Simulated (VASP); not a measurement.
PbF2, 12 atoms in the cell. Symmetry: Pnma, No. 62, orthorhombic system. Conventional cell: a = 6.270 Å, b = 3.791 Å, c = 7.525 Å, α = 90.00°, β = 90.00°, γ = 90.00°. Pb (site symmetry m) is surrounded by 7 F at 2.41 to 2.59 Å. Around F (site symmetry m) lie 4 Pb at 2.41 to 2.54 Å and 2 F at 2.76 Å. F (site symmetry m) is surrounded by 3 Pb at 2.42 to 2.59 Å. The cell was built by a generator and needn't be a form met in nature. The cell isn't the ideal one: cell and atoms relaxed at 0 GPa.

| Property | Result |
| --- | --- |
| Program | VASP 6.6.1 |
| Task | single point |
| Functional | LDA |
| Potentials or basis | VASP PAW LDA potentials, release 64 (Pb_d, F) |
| Cutoff | 520 eV |
| k mesh | 5 × 8 × 4 |
| Occupations | gaussian, width 0.01 eV |
| Spin | no spin polarisation |
| Dipole correction | no |
| Further INCAR settings | ALGO = Fast; EDIFF = 1e-06; NBANDS = 68 |

Potentials or basis: VASP PAW LDA potentials, release 64 (Pb_d, F).

Command:

```console
$ cat potpaw_LDA.64/Pb_d/POTCAR potpaw_LDA.64/F/POTCAR > POTCAR
$ mpirun -np 1 vasp_std > vasp.out
```

Hardware: 1 thread of Intel(R) Xeon(R) 6975P-C (Granite Rapids), with other jobs on the host.

Q: Estimate the wall time of this run.

A: Run time: 6.2 min on 1 thread of Intel(R) Xeon(R) 6975P-C (Granite Rapids), on a shared host, peak memory 0.47 GiB. Counts: scf iterations 16, k points 45.
